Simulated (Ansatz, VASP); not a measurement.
**Al in VASP and in Ansatz**

Contents of INCAR:

```
ALGO = Normal ; EDIFF = 1E-6
ENCUT = 520 ; GGA = PE
ISIF = 2 ; ISMEAR = 0
IVDW = 12 ; LASPH = True
LCHARG = False ; LREAL = False
LWAVE = False ; NBANDS = 8
NELM = 60 ; PREC = Accurate
SIGMA = 0.1
```

Contents of KPOINTS:

```
k-points
0
Gamma
  18 18 18
```

POSCAR

```
Al
1.0
    0.0000000000      1.9507148183      1.9507148183
    1.9507148183      0.0000000000      1.9507148183
    1.9507148183      1.9507148183      0.0000000000
Al
1
Direct
    0.0000000000      0.0000000000      0.0000000000
```

Input for Ansatz:

```yaml
crystal:
  lattice:
    - [0.0, 1.9507148183, 1.9507148183]
    - [1.9507148183, 0.0, 1.9507148183]
    - [1.9507148183, 1.9507148183, 0.0]
  atoms:
    - { symbol: Al, position: [0.0, 0.0, 0.0] }
basis:
  ecutwfc: 420
kpoints:
  mp_grid: { grid: [18, 18, 18] }
hamiltonian:
  xc: pbe
  dispersion: d3bj
scf:
  occupations: { method: gaussian, width: 0.1 }
output:
  forces: true
  stress: true
  eigenvalues: true
```

Alike in both runs: task single point; functional PBE; dispersion D3(BJ); k mesh 18 × 18 × 18; occupations gaussian, width 0.1 eV; no spin polarisation.

|  | VASP | Ansatz |
| --- | --- | --- |
| version | VASP 6.6.1 | Ansatz 0.2.0 |
| potentials or method | VASP PAW PBE potentials, release 64 (Al) | scalar-relativistic, plane waves, PAW |
| plane-wave cutoff (eV) | 520 | 420 |
| valence electrons in the cell | 3 | 3 |

Ansatz gave:

| Quantity | Value |
| --- | --- |
| gap on the k mesh at the Fermi level (eV) | none |
| pressure (GPa) | 6.1 |

Q: What did VASP give for the same quantities?

A: gap on the k mesh at the Fermi level (eV): none; pressure (GPa): 6.0.

A gap of «none» marks a metal or a gap that the smearing closes.

Caveats: pairwise dispersion overbinds metals, which lowers pressure and volume.
